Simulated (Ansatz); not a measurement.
**armchair graphene nanoribbon (N = 9, H edges): bands by functional and under strain**

Aim: is the armchair graphene nanoribbon (N = 9, H edges) a metal or a semiconductor?

Calculated with Ansatz 0.2.0; DFT PBE, plane waves, PAW; relaxation of a wire's period, in the first sound run; inputs show where later runs differ.

### Step 1. Set-up

The cell holds 22 atoms: 18 C and 4 H. Its edges and angles: a = 18.691 Å, b = 7.000 Å, c = 4.260 Å, α = 90.0°, β = 90.0°, γ = 90.0°. Vacuum lies along a and b. The structure's axis is c.

### Step 2. Relaxing the period

Band widths follow the bond lengths, so the wire is relaxed first. The atoms and the third cell vector are free; the box across stays fixed as vacuum. A Fermi-Dirac smearing is set since the result may be a metal. The pressure printed is a third of the stress's trace over the whole box, vacuum included; only the stress along the axis is relaxed.

input.yaml reads:

```yaml
crystal:
  lattice:
    - [18.691, 0.0, 0.0]
    - [0.0, 7.0, 0.0]
    - [0.0, 0.0, 4.26]
  atoms:
    - { symbol: C, position: [0.236833084, 0.5, 0.0] }
    - { symbol: C, position: [0.368421129, 0.5, 0.0] }
    - { symbol: C, position: [0.500009174, 0.5, 0.0] }
    - { symbol: C, position: [0.631597219, 0.5, 0.0] }
    - { symbol: C, position: [0.763185264, 0.5, 0.0] }
    - { symbol: C, position: [0.236833084, 0.5, 0.333333333] }
    - { symbol: C, position: [0.368421129, 0.5, 0.333333333] }
    - { symbol: C, position: [0.500009174, 0.5, 0.333333333] }
    - { symbol: C, position: [0.631597219, 0.5, 0.333333333] }
    - { symbol: C, position: [0.763185264, 0.5, 0.333333333] }
    - { symbol: H, position: [0.187255899, 0.5, 0.458920188] }
    - { symbol: H, position: [0.81276245, 0.5, 0.458920188] }
    - { symbol: C, position: [0.302627107, 0.5, 0.5] }
    - { symbol: C, position: [0.434215152, 0.5, 0.5] }
    - { symbol: C, position: [0.565803197, 0.5, 0.5] }
    - { symbol: C, position: [0.697391242, 0.5, 0.5] }
    - { symbol: C, position: [0.302627107, 0.5, 0.833333333] }
    - { symbol: C, position: [0.434215152, 0.5, 0.833333333] }
    - { symbol: C, position: [0.565803197, 0.5, 0.833333333] }
    - { symbol: C, position: [0.697391242, 0.5, 0.833333333] }
    - { symbol: H, position: [0.187255899, 0.5, 0.874413146] }
    - { symbol: H, position: [0.81276245, 0.5, 0.874413146] }
kpoints:
  mp_grid: { grid: [1, 1, 19] }
scf:
  occupations: { method: fermi_dirac, width: 0.05 }
hamiltonian:
  xc: pbe
relax:
  cell: { fix: [a, b, alpha, beta, gamma] }
  max_steps: 60
```

Launch:

```console
> ansatz run input.yaml --threads 16 --pin off --max-ram 32768MiB --backend cpu --events-out ev --progress --plain --runs-dir out
```

Numbers of over 12 decimals in the logs are rounded to 6 here.

What it wrote:

```text
Engine: ansatz 0.2.0, aarch64-unknown-linux-gnu
Pseudopotentials: kind: paw
Pseudopotential: C, paw, valence charge 4, recommended cutoff 420 eV (normal), C.paw.azcp
Pseudopotential: H, paw, valence charge 1, recommended cutoff 420 eV (normal), H.paw.azcp
Functional definition: PBE
  parameter kappa = 0.804
  parameter beta = 0.066725
  exchange = pbe_x(kappa = kappa, mu = beta*pi^2/3)
  correlation = pbe_c(beta = beta)
Crystal: 22 atoms, lattice volume = 557.366 Å³
Basis set: ecut = 420 eV, 10891 PW (Γ), exchange–correlation on 250×96×60 points (8 copies of the dense FFT grid, shifted against one another)
Bands: 60, of which v1, the nominal top of the filled ones, is band 38 counted from 1 (37 counted from 0)
Symmetry: 8 space group operations
Space group: Pmmm (ITA 47), of the structure as read, at distance tolerance 8.2e-5 Å
k-points: 10 of 19
Non-local potential: C, projectors of the file, l = 0: 2, l = 1: 2, l = 2: 1
Non-local potential: H, projectors of the file, l = 0: 2, l = 1: 1
PAW form: soft (Blöchl's): semilocal exchange-correlation on the pseudo side does not see the compensation charge
PAW one-centre angular grid: C, 110 points (default); XC on 64 Gauss nodes
PAW one-centre angular grid: H, 110 points (default); XC on 64 Gauss nodes
Initial density: superposition of atomic densities (neutral atoms: chi_scale 0, normalization atom), corrected by the library's trained network
Initial wavefunctions: pseudopotential atomic-orbital guess
Functional: x = pbe(κ = 0.804, μ = 0.219515), c = pbe(β = 0.066725)
SCF iter   1: F=—  HF=-4579.983556 eV  |F-HF|=—  |Δ(HF+E_count)|=         —  Δρ=2.54e-3  dr2=1.29e-1  ethr=1.77e-3  ⟨swp⟩=10.3  Hψ=3613  notcnv=0  defer=102
preconditioner: auto → Resta (q_TF=auto, 1.957 Å⁻¹)  ε∞=1.9  [insulator: Δε(μ)=0.681 eV  Ē_g=14.242 eV  σ=0.050 eV  W_gap=1.00  n_scr=76 (ndim 8)  ℏωp=13.7 eV  f_vac=0.613  D(μ)=0.00/eV (n_scr^D=0)  ε∞_Penn≈1.9  vacuum switching on, ρ_ref=1.5e-2 e/Å³]
SCF iter   2: F=—  HF=-4579.961337 eV  |F-HF|=—  |Δ(HF+E_count)|=   2.22e-2  Δρ=2.05e-3  dr2=5.21e-2  ethr=1.69e-4  ⟨swp⟩=2.3  Hψ=982  notcnv=0  defer=144
SCF iter   3: F=—  HF=-4579.953438 eV  |F-HF|=—  |Δ(HF+E_count)|=   7.90e-3  Δρ=9.41e-4  dr2=6.74e-3  ethr=6.86e-5  ⟨swp⟩=2.0  Hψ=745  notcnv=0  defer=144
SCF iter   4: F=—  HF=-4579.953479 eV  |F-HF|=—  |Δ(HF+E_count)|=   4.10e-5  Δρ=3.48e-4  dr2=7.82e-4  ethr=8.87e-6  ⟨swp⟩=2.3  Hψ=838  notcnv=0  defer=144
SCF iter   5: F=—  HF=-4579.954081 eV  |F-HF|=—  |Δ(HF+E_count)|=   6.02e-4  Δρ=9.55e-5  dr2=4.34e-5  ethr=1.03e-6  ⟨swp⟩=2.2  Hψ=846  notcnv=0  defer=144
SCF iter   6: F=—  HF=-4579.954079 eV  |F-HF|=—  |Δ(HF+E_count)|=   1.97e-6  Δρ=3.05e-5  dr2=4.02e-6  ethr=5.71e-8  ⟨swp⟩=2.2  Hψ=962  notcnv=0  defer=144
SCF iter   7: F=—  HF=-4579.954079 eV  |F-HF|=—  |Δ(HF+E_count)|=   7.49e-7  Δρ=6.74e-6  dr2=2.72e-7  ethr=5.29e-9  ⟨swp⟩=2.2  Hψ=777  notcnv=0  defer=144
SCF iter   8: F=-4579.954080 eV  HF=-4579.954079 eV  |F-HF|=7.06e-8  |Δ(HF+E_count)|=   1.16e-7  Δρ=2.64e-6  dr2=2.85e-8  ethr=1.32e-10  ⟨swp⟩=5.0  Hψ=1974  notcnv=0
SCF 1 converged in 8 iterations: F = -4579.954080 eV  dr2 = 2.85e-8
  greatest PAW one-centre occupation: 0.674 electrons in one spin orbital (limit 2), on the C atom at site 8 (counted from 0), in its partial waves of l = 0
relax step   1: F+E_penalty+E_count = -4579.95407955 eV  Δ(F+E_penalty+E_count) = +0.000e0 eV  max|allowed force component| = 2.291e0 eV/Å  Δτ_max = 0.0000 Å  P = +0.562 GPa  Ω = 557.366 Å³  fix = [a, b, alpha, beta, gamma]  reactions: a +0.355, b +0.105 GPa  (8 SCF iters, dr2 threshold 1.00e-7 eV, accepted)
Crystal: 22 atoms, lattice volume = 561.388 Å³
Basis set: ecut = 420 eV, 10979 PW (Γ), exchange–correlation on 250×96×60 points (8 copies of the dense FFT grid, shifted against one another)
Initial density: handed on by an earlier stage of this run
Initial wavefunctions: those handed on with the density
iter 1 solved again at ethr=1.09e-4 eV; its pass at ethr=3.10e-3 eV (dr2=8.25e-2 eV) is discarded
SCF iter   1: F=—  HF=-4580.177692 eV  |F-HF|=—  |Δ(HF+E_count)|=         —  Δρ=4.46e-3  dr2=8.64e-2  ethr=1.09e-4  ⟨swp⟩=5.6  Hψ=2579  notcnv=0
preconditioner: auto → Resta (q_TF=auto, 1.955 Å⁻¹)  ε∞=2.0  [insulator: Δε(μ)=0.745 eV  Ē_g=13.939 eV  σ=0.050 eV  W_gap=1.00  n_scr=76 (ndim 8)  ℏωp=13.7 eV  f_vac=0.617  D(μ)=0.00/eV (n_scr^D=0)  ε∞_Penn≈2.0  vacuum switching on, ρ_ref=1.4e-2 e/Å³]
SCF iter   2: F=—  HF=-4580.158235 eV  |F-HF|=—  |Δ(HF+E_count)|=   1.95e-2  Δρ=1.89e-3  dr2=1.63e-2  ethr=1.09e-4  ⟨swp⟩=2.9  Hψ=1098  notcnv=0
SCF iter   3: F=—  HF=-4580.156947 eV  |F-HF|=—  |Δ(HF+E_count)|=   1.29e-3  Δρ=8.94e-4  dr2=6.36e-3  ethr=2.15e-5  ⟨swp⟩=2.6  Hψ=1040  notcnv=0  defer=2
SCF iter   4: F=—  HF=-4580.156163 eV  |F-HF|=—  |Δ(HF+E_count)|=   7.84e-4  Δρ=3.18e-4  dr2=4.70e-4  ethr=8.36e-6  ⟨swp⟩=2.1  Hψ=772  notcnv=0  defer=2
SCF iter   5: F=—  HF=-4580.156125 eV  |F-HF|=—  |Δ(HF+E_count)|=   3.79e-5  Δρ=9.82e-5  dr2=3.33e-5  ethr=6.18e-7  ⟨swp⟩=2.2  Hψ=835  notcnv=0  defer=2
SCF iter   6: F=-4580.156135 eV  HF=-4580.156134 eV  |F-HF|=7.09e-7  |Δ(HF+E_count)|=   9.06e-6  Δρ=2.14e-5  dr2=1.90e-6  ethr=2.89e-9  ⟨swp⟩=3.6  Hψ=2368  notcnv=0
SCF 2 converged in 6 iterations: F = -4580.156135 eV  dr2 = 1.90e-6
  greatest PAW one-centre occupation: 0.676 electrons in one spin orbital (limit 2), on the C atom at site 9 (counted from 0), in its partial waves of l = 0
relax step   2: F+E_penalty+E_count = -4580.15613519 eV  Δ(F+E_penalty+E_count) = -2.021e-1 eV  max|allowed force component| = 6.604e-1 eV/Å  Δτ_max = 0.0452 Å  P = +0.165 GPa  Ω = 561.388 Å³  energy of the carried Pulay correction = -4.278e-3 eV  fix = [a, b, alpha, beta, gamma]  reactions: a +0.270, b +0.096 GPa  (6 SCF iters, dr2 threshold 2.20e-6 eV, accepted)
Crystal: 22 atoms, lattice volume = 562.072 Å³
Basis set: ecut = 420 eV, 10995 PW (Γ), exchange–correlation on 250×96×60 points (8 copies of the dense FFT grid, shifted against one another)
iter 1 solved again at ethr=1.48e-5 eV; its pass at ethr=3.10e-3 eV (dr2=1.13e-2 eV) is discarded
SCF iter   1: F=—  HF=-4580.176660 eV  |F-HF|=—  |Δ(HF+E_count)|=         —  Δρ=1.65e-3  dr2=1.16e-2  ethr=1.48e-5  ⟨swp⟩=2.6  Hψ=2315  notcnv=0
preconditioner: auto → Resta (q_TF=auto, 1.955 Å⁻¹)  ε∞=2.0  [insulator: Δε(μ)=0.769 eV  Ē_g=13.940 eV  σ=0.050 eV  W_gap=1.00  n_scr=76 (ndim 8)  ℏωp=13.7 eV  f_vac=0.616  D(μ)=0.00/eV (n_scr^D=0)  ε∞_Penn≈2.0  vacuum switching on, ρ_ref=1.4e-2 e/Å³]
SCF iter   2: F=—  HF=-4580.173989 eV  |F-HF|=—  |Δ(HF+E_count)|=   2.67e-3  Δρ=7.03e-4  dr2=2.50e-3  ethr=1.48e-5  ⟨swp⟩=2.0  Hψ=876  notcnv=0
[...]
SCF 3 converged in 6 iterations: F = -4580.173530 eV  dr2 = 2.22e-7
  greatest PAW one-centre occupation: 0.678 electrons in one spin orbital (limit 2), on the C atom at site 9 (counted from 0), in its partial waves of l = 0
relax step   3: F+E_penalty+E_count = -4580.17352985 eV  Δ(F+E_penalty+E_count) = -1.739e-2 eV  max|allowed force component| = 7.109e-2 eV/Å  Δτ_max = 0.0143 Å  P = +0.066 GPa  Ω = 562.072 Å³  energy of the carried Pulay correction = -5.003e-3 eV  fix = [a, b, alpha, beta, gamma]  reactions: a -0.024, b +0.094 GPa  (6 SCF iters, dr2 threshold 2.20e-6 eV, accepted)
[...]
relax step   4: F+E_penalty+E_count = -4580.17369968 eV  Δ(F+E_penalty+E_count) = -1.698e-4 eV  max|allowed force component| = 2.266e-2 eV/Å  Δτ_max = 0.0017 Å  P = +0.027 GPa  Ω = 562.227 Å³  energy of the carried Pulay correction = -5.167e-3 eV  fix = [a, b, alpha, beta, gamma]  reactions: a -0.012, b +0.094 GPa  (5 SCF iters, dr2 threshold 3.16e-7 eV, accepted)
[...]
relax step   5: F+E_penalty+E_count = -4580.17374481 eV  Δ(F+E_penalty+E_count) = -4.513e-5 eV  max|allowed force component| = 4.817e-3 eV/Å  Δτ_max = 0.0009 Å  P = +0.036 GPa  Ω = 562.208 Å³  energy of the carried Pulay correction = -5.146e-3 eV  fix = [a, b, alpha, beta, gamma]  reactions: a +0.010, b +0.094 GPa  (5 SCF iters, dr2 threshold 3.21e-8 eV, accepted)
Initial wavefunctions: pseudopotential atomic-orbital guess (no wavefunctions were taken with the density)
iter 1 solved again at ethr=3.63e-7 eV; its pass at ethr=3.10e-3 eV (dr2=2.76e-4 eV) is discarded
SCF iter   1: F=—  HF=-4580.178027 eV  |F-HF|=—  |Δ(HF+E_count)|=         —  Δρ=4.92e-5  dr2=1.02e-6  ethr=3.63e-7  ⟨swp⟩=12.7  Hψ=6899  notcnv=0  defer=7
preconditioner: auto → Resta (q_TF=auto, 1.955 Å⁻¹)  ε∞=2.0  [insulator: Δε(μ)=0.787 eV  Ē_g=13.950 eV  σ=0.050 eV  W_gap=1.00  n_scr=76 (ndim 8)  ℏωp=13.7 eV  f_vac=0.616  D(μ)=0.00/eV (n_scr^D=0)  ε∞_Penn≈2.0  vacuum switching on, ρ_ref=1.4e-2 e/Å³]
SCF iter   2: F=—  HF=-4580.178507 eV  |F-HF|=—  |Δ(HF+E_count)|=   4.80e-4  Δρ=2.49e-5  dr2=2.57e-7  ethr=1.34e-9  ⟨swp⟩=3.0  Hψ=1193  notcnv=0  defer=6
SCF iter   3: F=—  HF=-4580.178784 eV  |F-HF|=—  |Δ(HF+E_count)|=   2.76e-4  Δρ=3.51e-6  dr2=1.07e-7  ethr=3.38e-10  ⟨swp⟩=2.5  Hψ=890  notcnv=0  defer=6
SCF iter   4: F=—  HF=-4580.178789 eV  |F-HF|=—  |Δ(HF+E_count)|=   5.21e-6  Δρ=1.02e-6  dr2=1.18e-8  ethr=1.41e-10  ⟨swp⟩=2.0  Hψ=708  notcnv=0  defer=6
SCF iter   5: F=—  HF=-4580.178789 eV  |F-HF|=—  |Δ(HF+E_count)|=   2.34e-7  Δρ=4.87e-7  dr2=8.51e-10  ethr=1.55e-11  ⟨swp⟩=2.0  Hψ=698  notcnv=0  defer=6
SCF iter   6: F=—  HF=-4580.178789 eV  |F-HF|=—  |Δ(HF+E_count)|=   3.89e-9  Δρ=1.69e-7  dr2=2.43e-10  ethr=1.00e-12  ⟨swp⟩=5.0  Hψ=2027  notcnv=0
SCF iter   7: F=-4580.178789 eV  HF=-4580.178789 eV  |F-HF|=5.37e-9  |Δ(HF+E_count)|=   4.90e-9  Δρ=5.71e-8  dr2=1.41e-11  ethr=1.00e-12  ⟨swp⟩=4.9  Hψ=1800  notcnv=0
SCF 6 converged in 7 iterations: F = -4580.178789 eV  dr2 = 1.41e-11
relax step   6: F+E_penalty+E_count = -4580.17878915 eV  Δ(F+E_penalty+E_count) = -5.044e-3 eV  max|allowed force component| = 4.436e-3 eV/Å  Δτ_max = 0.0000 Å  P = +0.047 GPa  Ω = 562.208 Å³  fix = [a, b, alpha, beta, gamma]  reactions: a +0.007, b +0.117 GPa  stress off target by 1.73e-2 GPa on what of the cell is left free  SCF on the basis re-selected at this cell (its energy is not comparable with the rows above)  (7 SCF iters)
basis re-selected at this cell: Δ(F+E_penalty+E_count) = -5.044e-3 eV, ΔP = +0.012 GPa vs the last step (what re-selecting the basis moved, of the pressure what is left beyond the Pulay correction that the steps carried, after the strain that the cell walked since its last selection, with what the two solves' SCF thresholds leave and, on support functions, any second-order correction that the steps lacked; it is no m [...]
SCF converged after 7 iterations
Free energy (F): -4580.178789 eV
Harris-Foulkes:  -4580.178789 eV  (|F-HF|=5.37e-9)
Internal energy: -4580.178752 eV  (E = F + TS)
E sigma→0 (E₀):  -4580.178771 eV
Entropy (-TS):   -0.000037 eV (-0.002 meV/atom)
Fermi energy:    -0.680976 eV
--- Per-component energies (eV) ---
  E_band       = -728.729150
  E_kinetic    = 1687.090900
  E_local      = -15628.780894  (includes V_loc(G=0)·N_el)
  E_nonlocal   = 498.400468
  E_hartree    = 6976.525087
  E_xc         = -898.173047
  E_vxc        = -1113.397960  (∫ρ·V_xc dr)
  E_paw        = -1790.321858  (= ΣΔE_a)
  E_vpaw       = -125.086512  (= ΣTr[D̂ρ^β])
  E_aug_tail   = -0.005427  (compensation charges beyond the density's cutoff)
  E_ewald      = 4575.086018
  E_smearing   = -0.000037  (= −TS)
  E_closure    = 0.000000  (closes the sum)
  Σ components = -4580.178789   (vs F -4580.178789, Δ=0.00e0)
--- Forces (eV/Å), atoms counted from 1 ---
  atom   1  C      0.00159084     0.00000000    -0.00325840
  atom   2  C     -0.00092999     0.00000000    -0.00039947
  atom   3  C      0.00000000     0.00000000     0.00042632
  atom   4  C      0.00092999     0.00000000    -0.00039947
  atom   5  C     -0.00159084     0.00000000    -0.00325840
  atom   6  C      0.00159084     0.00000000     0.00325840
  atom   7  C     -0.00092999     0.00000000     0.00039947
  atom   8  C      0.00000000     0.00000000    -0.00042632
  atom   9  C      0.00092999     0.00000000     0.00039947
  atom  10  C     -0.00159084     0.00000000     0.00325840
  atom  11  H     -0.00443583     0.00000000     0.00073039
  atom  12  H      0.00443583    -0.00000000     0.00073039
  atom  13  C      0.00305365     0.00000000     0.00235900
  atom  14  C      0.00069476     0.00000000    -0.00111373
  atom  15  C     -0.00069476    -0.00000000    -0.00111373
  atom  16  C     -0.00305365     0.00000000     0.00235900
  atom  17  C      0.00305365     0.00000000    -0.00235900
  atom  18  C      0.00069476     0.00000000     0.00111373
  atom  19  C     -0.00069476    -0.00000000     0.00111373
  atom  20  C     -0.00305365    -0.00000000    -0.00235900
  atom  21  H     -0.00443583     0.00000000    -0.00073039
  atom  22  H      0.00443583     0.00000000    -0.00073039
  max |Σ_I F_I| component: 2.60e-18 eV/Å
--- Stress (GPa, compression-positive) ---
        0.007270       0.000000       0.000000
        0.000000       0.117065       0.000000
        0.000000       0.000000       0.017308
  P = ⅓ Tr σ = 0.0472 GPa (0.472 kbar)
--- Relaxed structure (5 steps of the walk, 5 accepted, 1 SCFs on fresh bases) ---
  F+E_penalty+E_count = -4580.17878915 eV   max|allowed force component| = 4.436e-3 eV/Å   (the final SCF, on the basis selected at the relaxed cell)
  cell:  # Å, volume = 562.2077 Å³
    - [18.691, 0.0, 0.0]
    - [0.0, 7.0, 0.0]
    - [0.0, 0.0, 4.297008]
  atoms:
    - { symbol: C, position: [0.237911, 0.5, 0.00690582] }
    - { symbol: C, position: [0.367992, 0.5, 7.746565604021786e-5] }
    - { symbol: C, position: [0.5, 0.5, -0.000729862] }
    - { symbol: C, position: [0.632008, 0.5, 7.746565604021788e-5] }
    - { symbol: C, position: [0.762089, 0.5, 0.00690582] }
    - { symbol: C, position: [0.237911, 0.5, 0.326428] }
    - { symbol: C, position: [0.367992, 0.5, 0.333256] }
    - { symbol: C, position: [0.5, 0.5, 0.334063] }
    - { symbol: C, position: [0.632008, 0.5, 0.333256] }
    - { symbol: C, position: [0.762089, 0.5, 0.326428] }
    - { symbol: H, position: [0.186649, 0.5, 0.446108] }
    - { symbol: H, position: [0.813351, 0.5, 0.446108] }
    - { symbol: C, position: [0.302218, 0.5, 0.498595] }
    - { symbol: C, position: [0.434280, 0.5, 0.500602] }
    - { symbol: C, position: [0.565720, 0.5, 0.500602] }
    - { symbol: C, position: [0.697782, 0.5, 0.498595] }
    - { symbol: C, position: [0.302218, 0.5, 0.834738] }
    - { symbol: C, position: [0.434280, 0.5, 0.832731] }
    - { symbol: C, position: [0.565720, 0.5, 0.832731] }
    - { symbol: C, position: [0.697782, 0.5, 0.834738] }
    - { symbol: H, position: [0.186649, 0.5, 0.887226] }
    - { symbol: H, position: [0.813351, 0.5, 0.887226] }
```

Wall time 20 s (16 threads of Arm Neoverse N1, shared host); peak memory 2 GiB; 4.6 min of CPU time.

Relaxation path:

```
step  energy less that of the first step (eV)  largest force component (eV/Å)  pressure (GPa)  volume (Å³)
   1                                   0.0000                          2.2906            0.56       557.37
   2                                  -0.2021                          0.6604            0.17       561.39
   3                                  -0.2194                          0.0711            0.07       562.07
   4                                  -0.2196                          0.0227            0.03       562.23
   5                                  -0.2197                          0.0048            0.04       562.21
  6*                                  -0.2247                          0.0044            0.05       562.21
```

Relaxation steps marked * repeat the geometry before them on a plane-wave basis chosen anew for their cell, so energy and pressure can jump there.

Forces are held to the 8 operations that the run works with; a distortion that breaks them can't arise in this run.

```
cell as run  before  after  change
      c (Å)   4.260  4.297  +0.9 %
```

The atoms that moved most (Å, along periodic axes as changes of fractional coordinates times the final cell, across vacuum about the mean position):

```
atom      dx     dy      dz  length
 H11  -0.011  0.000  -0.055   0.056
 H12   0.011  0.000  -0.055   0.056
 H21  -0.011  0.000   0.055   0.056
 H22   0.011  0.000   0.055   0.056
  C1   0.020  0.000   0.030   0.036
  C6   0.020  0.000  -0.030   0.036
  C5  -0.020  0.000   0.030   0.036
 C10  -0.020  0.000  -0.030   0.036
```

This step gave:

```
cell length along the wire : 4.297 Å
```

The cell's length comes to 4.297 Å with spin left out.

[end of part 1 of 4]

[Logs are printed without paths, hosts, clocks, repeated set-up lines and the standing remarks that a program may print on its own settings, such as how far it seeks lower states.]

[Hosts, paths, dates, database ids (printed as entryN), source tags and the programs' standing remarks are cut or masked in the printed files.]
